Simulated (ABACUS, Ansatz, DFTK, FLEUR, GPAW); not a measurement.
**KTaO3: energy against volume and a worked fit**

```yaml
crystal:
  lattice:
    - [3.98830, 0.00000, 0.00000]
    - [0.00000, 3.98830, 0.00000]
    - [0.00000, 0.00000, 3.98830]
  atoms:
    - { symbol: Ta, position: [0.00000, 0.00000, 0.00000] }
    - { symbol: K, position: [0.50000, 0.50000, 0.50000] }
    - { symbol: O, position: [0.00000, 0.00000, 0.50000] }
    - { symbol: O, position: [0.00000, 0.50000, 0.00000] }
    - { symbol: O, position: [0.50000, 0.00000, 0.00000] }
```

The cell was scaled at fixed shape and fractions and run with Ansatz, Ansatz PAW, cutoff 420 eV; PBEsol, k mesh 7 × 7 × 7 on the cell of 5 atoms, fermi-dirac occupations of 0.05 eV, no spin polarisation, no spin-orbit coupling. The potentials were made for PBE. Energies are those that the program minimises, any entropy of the smearing included.

```csv
V (Å³/atom),energy over the lowest row (meV/atom)
11.9267,29.89
12.1805,?
12.4342,2.52
12.6880,0.00
12.9418,3.77
13.1955,13.25
13.4493,27.83
```

Q: Fit the third-order Birch-Murnaghan form, give V0, B0 and B′, and predict the energy left open.

A: With y = (V0/V)^(2/3), E = E0 + (9 V0 B0/16) [(y - 1)³ B′ + (y - 1)² (6 - 4y)]. Least squares through the rows shown give V0 = 12.6587 Å³/atom, E0 = -0.07 meV, B0 = 202.8 GPa (1 eV/Å³ = 160.218 GPa) and B′ = 4.63, with a largest miss of 0.03 meV. At V = 12.1805 the form with these constants gives 12.22 meV; the run gave 12.27 meV an atom. Other set-ups at this level, from all their volumes (Å³/atom, GPa): ABACUS, PseudoDojo NC SR 0.4.1 PBEsol standard, plane waves: V0 12.582, B0 202.9; DFTK, PseudoDojo SR PBEsol 0.4.1 standard (PBEsol): V0 12.583, B0 202.9; FLEUR, all-electron, FLAPW: V0 12.662, B0 200.9; GPAW, PAW data sets generated for this functional: V0 12.691, B0 201.7. Measured volume: 12.69 Å³/atom (arxiv:2208.05712), so the fit lies -0.2 % from it. The runs are for a static lattice.
